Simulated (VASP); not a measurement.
# MgO (P-6m2) in VASP: a series of runs

The runs below take MgO through G0W0 quasiparticle levels, with PBE, PBEsol.

Program: VASP 6.6.1. These are calculated values, not measurements. Logs are shortened: lines on timing, memory, paths and dates and some standing lists are left out, and cuts for length are marked.

## Step 1: The structure

Symmetry: P-6m2, No. 187, hexagonal system. The conventional cell has a = 2.938 Å, b = 2.938 Å, c = 2.680 Å, α = 90.00°, β = 90.00°, γ = 120.00°. Mg (site symmetry -6m2) has 6 O at 2.16 Å as nearest neighbours. O (site symmetry -6m2) has 6 Mg at 2.16 Å as nearest neighbours.

Measurements of this composition are mostly on another form, of space group No. 225.

## Step 2: G0W0 quasiparticle levels, PBE

File POSCAR:

```
MgO
1.0
    2.9380209034      0.0000000000      0.0000000000
   -1.4690104517      2.5444007392      0.0000000000
    0.0000000000      0.0000000000      2.6796800000
Mg O
1 1
Direct
    0.0000000000      0.0000000000      0.0000000000
    0.3333333333      0.6666666667      0.5000000000
```

File INCAR.step1:

```
ALGO = Fast ; EDIFF = 1E-8
ENCUT = 450 ; GGA = PE
ISMEAR = 0 ; LASPH = True
LCHARG = False ; LREAL = False
LWAVE = True ; NELM = 60
PREC = Accurate ; SIGMA = 0.01
```

File INCAR.step2:

```
ALGO = Exact ; EDIFF = 1E-8
ENCUT = 450 ; GGA = PE
ISMEAR = 0 ; ISTART = 1
LASPH = True ; LCHARG = False
LOPTICS = True ; LREAL = False
LWAVE = True ; NBANDS = 52
NELM = 1 ; PREC = Accurate
SIGMA = 0.01
```

File INCAR.step3:

```
ALGO = EVGW0 ; EDIFF = 1E-8
ENCUT = 450 ; ENCUTGW = 150
GGA = PE ; ISMEAR = 0
ISTART = 1 ; LASPH = True
LCHARG = False ; LREAL = False
LWAVE = False ; NBANDS = 52
NBANDSGW = 12 ; NELMGW = 1
NOMEGA = 48 ; PREC = Accurate
PRECFOCK = Fast ; SIGMA = 0.01
```

File KPOINTS:

```
k-points
0
Gamma
  5 5 5
```

Potentials or basis: VASP PAW PBE potentials, release 64 (Mg_GW, O_GW).

Launch:

```sh
cat potpaw_PBE.64/Mg_GW/POTCAR potpaw_PBE.64/O_GW/POTCAR > POTCAR
cp INCAR.step1 INCAR
mpirun -np 1 vasp_std > vasp.out
cp INCAR.step2 INCAR
mpirun -np 1 vasp_std > vasp.out
cp INCAR.step3 INCAR
mpirun -np 1 vasp_std > vasp.out
```

OUTCAR:

```text
EDIFF = 1E-8
   ENCUT = 450
   ENCUTGW = 150
   GGA = PE
   ISMEAR = 0
   ISTART = 1
   LASPH = True
   LREAL = False
   NELMGW = 1
   PREC = Accurate
   PRECFOCK = Fast

 Found     15 irreducible k-points:

 Following reciprocal coordinates:
            Coordinates               Weight
  0.000000  0.000000  0.000000      1.000000
  0.200000  0.000000  0.000000      6.000000
  0.400000  0.000000  0.000000      6.000000
  0.200000  0.200000  0.000000      6.000000
  0.400000  0.200000  0.000000      6.000000
  0.000000  0.000000  0.200000      2.000000
   k-points           NKPTS =     15   k-points in BZ     NKDIM =    125   number of bands    NBANDS=     52
   number of dos      NEDOS =    301   number of ions     NIONS =      2
   total plane-waves  NPLWV =   8000
   dimension x,y,z NGX =    20 NGY =   20 NGZ =   20
   dimension x,y,z NGXF=    40 NGYF=   40 NGZF=   40
   ions per type =               1   1
   NGX,Y,Z   is equivalent  to a cutoff of  11.32, 11.32, 12.41 a.u.
   NGXF,Y,Z  is equivalent  to a cutoff of  22.63, 22.63, 24.82 a.u.
 SYSTEM =  unknown system
   PREC   = accura    normal or accurate (medium, high low for compatibility)
   ISTART =      1    job   : 0-new  1-cont  2-samecut
   ICHARG =      0    charge: 1-file 2-atom 10-const
   ISPIN  =      1    spin polarized calculation?
   LNONCOLLINEAR =      F non collinear calculations
   LSORBIT =      F    spin-orbit coupling
   LASPH  =      T    aspherical Exc in radial PAW
   ENCUT  =  450.0 eV  33.07 Ry    5.75 a.u.   5.08  5.08  4.63*2*pi/ulx,y,z
   NELM   =     60;   NELMIN=  2; NELMDL=  0     # of ELM steps
   EDIFF  = 0.1E-07   stopping-criterion for ELM
   LREAL  =      F    real-space projection
   EDIFFG = 0.1E-06   stopping-criterion for IOM
   NSW    =      0    number of steps for IOM
   IBRION =     -1    ionic relax: 0-MD 1-quasi-New 2-CG
   NFREE  =      0    steps in history (QN), initial steepest desc. (CG)
   ISIF   =      0    stress and relaxation
   ISYM   =      3    0-nonsym 1-usesym 2-fastsym
   POTIM  = 0.5000    time-step for ionic-motion
   TEBEG  =    0.0;   TEEND  =   0.0 temperature during run
   PSTRESS=    0.0 pullay stress
   NELECT =       8.0000    total number of electrons
   NUPDOWN=      -1.0000    fix difference up-down
   EMIN   =  10.00;   EMAX   =-10.00  energy-range for DOS
   EFERMI =   0.00;   METHOD = LEGACY
   ISMEAR =     0;   SIGMA  =   0.01  broadening in eV -4-tet -1-fermi 0-gaus
   EFERMI_NEDOS =   21; number of points for ismear=-14 and -15
   IALGO  =     38    algorithm
   IMIX   =      4    mixing-type and parameters
     AMIX     =   0.40;   BMIX     =  1.00
     AMIX_MAG =   1.60;   BMIX_MAG =  1.00
  volume/ion in A,a.u.               =      10.02        67.59
  Fermi-wavevector in a.u.,A,eV,Ry     =   1.205583  2.278221 19.775115  1.453430
  Thomas-Fermi vector in A             =   2.341275
   LORBIT       =      0    0 simple, 1 ext, 2 COOP (PROOUT), +10 PAW based schemes
   GGA     = PE    functional components
   LHFCALC =     T    Hartree Fock is set to
   PRECFOCK=fast      Normal, Fast or Accurate (Low or Medium for compatibility)
   ENCUT4O =  -1.0   cutoff for four orbital integrals eV
   NKREDX  =     1    reduce k-point grid by
   NKREDY  =     1    reduce k-point grid by
   NKREDZ  =     1    reduce k-point grid by
   AEXX    =    1.0000 exact exchange contribution
   HFSCREEN=    0.0000 screening length (either q_TF or 0.3 A-1)
   HFSCREENC=   0.0000 screening length for correlation (either q_TF or 0.3 A-1)
   ENCUTFOCK=  -1.0 apply spherical cutoff to Coloumb kernel
   IVDW    =     0    specifies the selected vdW correction
   LEPSILON=     F    determine dielectric tensor
   LRPA    =     F    only Hartree local field effects (RPA)
   LRPAFORCE           =     F    calculate RPA forces
   ENCUTGW             = 150.0    cutoff for response function in eV
   ENCUTGWSOFT         = 120.0    soft cutoff for Coulomb kernel in GW response function in eV
   ENCUTLF             =  -1.0    cutoff for local field effects
   NELMGW              =     1    number of iterations in solving QP/BSE equation
   NELMHF              =     1    number of iterations in the inner HF iteration
   NKREDLFX            =     1    NKREDLFY  =   1   NKREDLFZ  =   1
 non-spin polarized calculation
 Gauss-broadening in eV      SIGMA  =   0.01
  energy-cutoff  :      450.00
  volume of cell :       20.03
 maximum number of plane-waves:       448
  NGX = 14; NGY = 14; NGZ = 12
   NGX = 11   NGY = 11   NGZ =  9
 maximum number of plane-waves:        89
 NGX is ok and might be reduce to    14

 QP shifts <psi_nk| G(iteration)W_0 |psi_nk>: iteration 1
 for sc-GW calculations column KS-energies equals QP-energies in previous step
 and V_xc(KS)=  KS-energies - (<T + V_ion + V_H > + <T+V_H+V_ion>^1  + <V_x>^1)

 k-point   1 :       0.0000    0.0000    0.0000
  band No.  KS-energies  QP-energies   sigma(KS)   V_xc(KS)     V^pw_x(r,r')   Z            occupation Imag(sigma)

      1     -14.1275     -16.0049     -20.8889     -18.1388     -29.8636       0.6827       2.0000       1.2634
      2       2.7084       1.6886     -20.5063     -19.1637     -24.6439       0.7596       2.0000       0.1348
      3       2.7084       1.6886     -20.5063     -19.1637     -24.6439       0.7596       2.0000       0.1348
      4       2.9073       1.8762     -20.6264     -19.2674     -24.7529       0.7587       2.0000       0.1350
      5       6.3024       7.3300      -9.9558     -11.2052      -6.8595       0.8225       0.0000      -0.0820
      6      15.1783      16.3077      -7.5765      -8.9623      -3.2761       0.8150       0.0000      -0.1336
      7      18.8390      20.0528      -7.2821      -8.7783      -2.7107       0.8112       0.0000      -0.2431
      8      18.8390      20.0528      -7.2821      -8.7783      -2.7107       0.8112       0.0000      -0.2431
      9      23.1217      24.2058      -7.2133      -8.4892      -2.1234       0.8496       0.0000      -0.7034
     10      24.0836      25.6074      -9.0244     -10.9715      -3.4065       0.7826       0.0000      -0.7050
     11      25.7447      27.2994      -9.2193     -11.2141      -3.4207       0.7794       0.0000      -0.7392
     12      25.7447      27.2994      -9.2193     -11.2141      -3.4207       0.7794       0.0000      -0.7392

 k-point   2 :       0.2000    0.0000    0.0000
  band No.  KS-energies  QP-energies   sigma(KS)   V_xc(KS)     V^pw_x(r,r')   Z            occupation Imag(sigma)

      1     -13.8036     -15.6924     -21.1936     -18.4636     -30.1362       0.6918       2.0000       1.2304
      2       0.7853      -0.4489     -18.0220     -16.3803     -22.0283       0.7518       2.0000       0.1613
      3       2.4448       1.3772     -20.2428     -18.8297     -24.4074       0.7556       2.0000       0.1381
      4       3.0241       2.0106     -20.7645     -19.4305     -24.9020       0.7598       2.0000       0.1340
      5       8.1047       9.2753     -11.2216     -12.6726      -8.1271       0.8067       0.0000      -0.0880
      6      14.7237      15.9301      -7.9087      -9.4106      -3.5596       0.8032       0.0000      -0.1475
      7      17.1474      18.4193      -8.5523     -10.1242      -4.1625       0.8091       0.0000      -0.1797
      8      19.7279      21.0636      -8.0439      -9.7170      -3.1987       0.7983       0.0000      -0.3272
      9      23.4511      24.9184      -8.4851     -10.3456      -3.1976       0.7887       0.0000      -0.5587
     10      24.1893      25.6507      -8.1734     -10.0104      -2.8397       0.7955       0.0000      -0.6463
     11      26.5131      28.0148      -8.6890     -10.5711      -3.0388       0.7979       0.0000      -0.7534
     12      28.6088      29.7174      -7.1242      -8.4407      -1.6932       0.8422       0.0000      -1.0033

 k-point   3 :       0.4000    0.0000    0.0000
  band No.  KS-energies  QP-energies   sigma(KS)   V_xc(KS)     V^pw_x(r,r')   Z            occupation Imag(sigma)

      1     -13.2079     -15.0795     -21.8441     -19.1536     -30.7436       0.6956       2.0000       1.1580
      2      -1.2626      -2.6976     -16.5810     -14.6050     -20.9887       0.7262       2.0000       0.2358
      3       2.0582       0.9178     -19.9023     -18.3898     -24.1180       0.7540       2.0000       0.1439
      4       3.2262       2.2460     -21.0146     -19.7264     -25.1679       0.7609       2.0000       0.1320
      5       9.7535      10.8358      -9.1408     -10.4764      -5.4401       0.8103       0.0000      -0.1067
      6      13.7132      15.3187     -10.9656     -13.0182      -6.7754       0.7822       0.0000      -0.1579
      7      16.7086      18.1012      -9.0679     -10.7961      -4.6451       0.8058       0.0000      -0.1745
      8      20.8830      22.3988      -9.2348     -11.1903      -3.8929       0.7751       0.0000      -0.4841
      9      22.3189      23.6841      -7.5675      -9.2660      -2.7628       0.8038       0.0000      -0.3699
     10      24.7570      25.8852      -7.4545      -8.8699      -2.1206       0.7971       0.0000      -0.6262
     11      28.3239      29.8992      -8.0059      -9.9303      -2.3707       0.8186       0.0000      -0.8986
     12      28.6291      30.2533      -7.6671      -9.6261      -2.7185       0.8291       0.0000      -0.5426
[... 17 lines left out ...]
 k-point   5 :       0.4000    0.2000    0.0000
  band No.  KS-energies  QP-energies   sigma(KS)   V_xc(KS)     V^pw_x(r,r')   Z            occupation Imag(sigma)

      1     -13.0140     -14.8715     -22.0738     -19.3982     -30.9624       0.6942       2.0000       1.1308
      2      -1.1153      -2.5542     -16.6471     -14.6689     -21.0371       0.7274       2.0000       0.2291
      3       0.7441      -0.5585     -18.1945     -16.4538     -22.3673       0.7484       2.0000       0.1673
      4       3.2909       2.3218     -21.0996     -19.8275     -25.2586       0.7618       2.0000       0.1316
      5      11.1565      12.3725     -10.3058     -11.8441      -6.4952       0.7905       0.0000      -0.1253
      6      13.9785      15.6958     -11.6081     -13.8184      -7.4120       0.7770       0.0000      -0.1596
      7      15.7545      17.2485      -9.7038     -11.5721      -5.3038       0.7997       0.0000      -0.1751
      8      21.8750      23.1425      -7.9412      -9.5577      -2.7163       0.7841       0.0000      -0.4643
      9      22.4635      23.7554      -7.3773      -8.9798      -2.6253       0.8062       0.0000      -0.3606
     10      24.9250      26.0270      -7.3295      -8.7103      -2.0387       0.7981       0.0000      -0.5865
     11      25.1990      26.7394      -7.5567      -9.4694      -2.5426       0.8054       0.0000      -0.4695
     12      28.1182      29.3722      -7.3672      -8.8874      -2.0308       0.8249       0.0000      -0.7754

 k-point   6 :       0.0000    0.0000    0.2000
  band No.  KS-energies  QP-energies   sigma(KS)   V_xc(KS)     V^pw_x(r,r')   Z            occupation Imag(sigma)

      1     -13.7973     -15.6732     -21.1584     -18.4267     -30.0989       0.6867       2.0000       1.2211
      2       0.7042      -0.5418     -17.9852     -16.3275     -22.0113       0.7517       2.0000       0.1640
      3       2.8754       1.8782     -20.6723     -19.3588     -24.8106       0.7592       2.0000       0.1338
      4       2.8754       1.8782     -20.6723     -19.3588     -24.8106       0.7592       2.0000       0.1338
      5       8.0060       9.1746     -11.2595     -12.7027      -8.1925       0.8098       0.0000      -0.0873
      6      15.1968      16.5075      -9.2533     -10.9122      -4.8512       0.7901       0.0000      -0.1734
      7      19.3532      20.5590      -7.2842      -8.7724      -2.6754       0.8103       0.0000      -0.2594
      8      19.3532      20.5590      -7.2842      -8.7724      -2.6754       0.8103       0.0000      -0.2594
      9      23.9252      25.4562      -8.5046     -10.4527      -3.3115       0.7859       0.0000      -0.4616
     10      23.9252      25.4562      -8.5046     -10.4527      -3.3115       0.7859       0.0000      -0.4616
     11      23.9314      24.9893      -7.5003      -8.8181      -2.1390       0.8028       0.0000      -0.6825
     12      24.9729      26.2830      -7.9224      -9.5423      -2.6953       0.8088       0.0000      -0.6629

 [... further k-points ...]
```

Run time: 46 s. Hardware: 1 thread of Intel Xeon 6975P-C (Granite Rapids), shared host; peak memory 0.19 GiB.

The run converged, but some of its settings lie outside the range that counts as converged, so its numbers aren't taken as properties of the crystal.

Results:

```yaml
Band_gap_on_the_k_mesh_mean-field_level: 3.01 eV, indirect (least direct gap 3.39 eV)
Quasiparticle_gap: 5.01 eV
Least_direct_quasiparticle_gap: 5.45 eV
```

Caveat: the k mesh is coarse (spacing up to 0.49 Å⁻¹), so the values aren't converged; bands, screening cutoff and mesh are small and nothing is extrapolated, so the quasiparticle values aren't converged; an odd mesh through Γ misses points on the zone boundary, where band edges often lie.

(Continued in part 2 of 3.)
